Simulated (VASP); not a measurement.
PbS:

```xyz
4
Lattice="2.0964 -6.1178 0.0000 2.0964 6.1178 0.0000 0.0000 0.0000 4.2960" Properties=species:S:1:pos:R:3 pbc="T T T"
Pb    2.0964   -4.4868    3.2220
Pb    2.0964    4.4868    1.0740
S     2.0964   -1.7789    3.2220
S     2.0964    1.7789    1.0740
```

The cell was built by a generator and needn't be a form met in nature.

- Program: VASP 6.6.1
- Task: relaxation of cell and atoms
- Functional: LDA
- Potentials or basis: VASP PAW LDA potentials, release 64 (Pb_d, S)
- Cutoff: 600 eV
- k mesh: 8 × 8 × 6
- Occupations: gaussian, width 0.02 eV
- Spin: no spin polarisation

At the start: pressure -4.3 GPa; volume 27.55 Å³/atom.

**Question.** Where does the relaxation end?

**Answer.** Over 30 steps the energy falls by 43.1 meV/atom and the volume is 24.30 Å³/atom (-11.8 %); space group Cmcm (No. 63, to 0.05 Å).

The path:
```
step  energy change (eV)  largest force (eV/Å)  pressure (GPa)  volume (Å³)
   1              0.0000                0.1859           -4.26       110.20
   2             -0.0971                0.6144            2.04        98.91
   3             -0.1185                0.3541           -0.13       102.05
   4             -0.1310                0.2610           -0.11       101.25
   5             -0.1408                0.0724            0.17        99.30
   6             -0.1475                0.0729            0.10        98.96
   7             -0.1619                0.0749            0.02        97.93
   8             -0.1576                0.2468            0.15        95.85
   9             -0.1664                0.0992            0.03        97.17
  10             -0.1665                0.1142            0.03        97.04
  11             -0.1700                0.0518            0.07        97.17
  12             -0.1712                0.0432            0.11        97.31
  13             -0.1712                0.0406            0.10        97.31
  14             -0.1716                0.0324           -0.01        97.47
  15             -0.1717                0.0282           -0.07        97.54
  16             -0.1718                0.0202           -0.19        97.70
  17             -0.1721                0.0210           -0.11        97.59
  18             -0.1722                0.0223           -0.02        97.43
  19             -0.1722                0.0226           -0.01        97.41
  20             -0.1723                0.0215           -0.01        97.38
  21             -0.1724                0.0181            0.01        97.29
  22             -0.1725                0.0118            0.04        97.12
  23             -0.1725                0.0149            0.02        97.19
  24             -0.1725                0.0164           -0.04        97.23
  25             -0.1725                0.0079           -0.02        97.21
  26             -0.1725                0.0050            0.01        97.17
  27             -0.1725                0.0036            0.03        97.15
  28             -0.1725                0.0068            0.02        97.16
  29             -0.1725                0.0017            0.04        97.17
  30             -0.1725                0.0011            0.02        97.18
```

Final structure:
```
CELL_PARAMETERS angstrom
2.03043 -5.70602 0.00000
2.03043 5.70602 0.00000
0.00000 0.00000 4.19404
ATOMIC_POSITIONS crystal
Pb 0.87477 0.12523 0.75000
Pb 0.12523 0.87477 0.25000
S 0.64051 0.35949 0.75000
S 0.35949 0.64051 0.25000
```
